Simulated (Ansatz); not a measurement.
Sc:

```
Sc
1.0
     3.30900    0.00000    0.00000
    -1.65450    2.86568    0.00000
     0.00000    0.00000    5.27330
Sc
2
Direct
  0.66667 0.33333 0.75000
  0.33333 0.66667 0.25000
```

- Program: Ansatz 0.2.0
- Task: relaxation of cell and atoms
- Functional: PBE
- Dispersion: D4
- Potentials or basis: Ansatz PAW
- Cutoff: 420 eV (not typed: the program's choice for these potentials)
- k mesh: 9 × 9 × 5
- Occupations: fermi-dirac, width 0.05 eV
- Spin: no spin polarisation

At the start: volume 25.00 Å³/atom.

**Question.** How do energy, volume and symmetry change on relaxing?

**Answer.** It ends after 5 steps and the volume is 23.91 Å³/atom (-4.4 %); space group P6_3/mmc (No. 194, to 0.05 Å).

The path:
| step | energy change (eV) | largest force (eV/Å) | volume (Å³) |
| --- | --- | --- | --- |
| 1 | 0.0000 | 0.0000 | 50.00 |
| 2 | -0.0193 | 0.0000 | 47.37 |
| 3 | -0.0202 | 0.0000 | 47.81 |
| 4 | -0.0203 | 0.0000 | 47.82 |
| 5 | -0.0199 | 0.0000 | 47.82 |

Final structure:
```
Sc
1.0
     3.28537    0.00000    0.00000
    -1.64269    2.84522    0.00000
     0.00000    0.00000    5.11549
Sc
2
Direct
  0.66667 0.33333 0.75000
  0.33333 0.66667 0.25000
```

Caveat: the plane-wave basis is chosen anew once the cell has moved, so the energies of steps on either side of that aren't comparable; pairwise dispersion overbinds metals, which lowers pressure and volume.
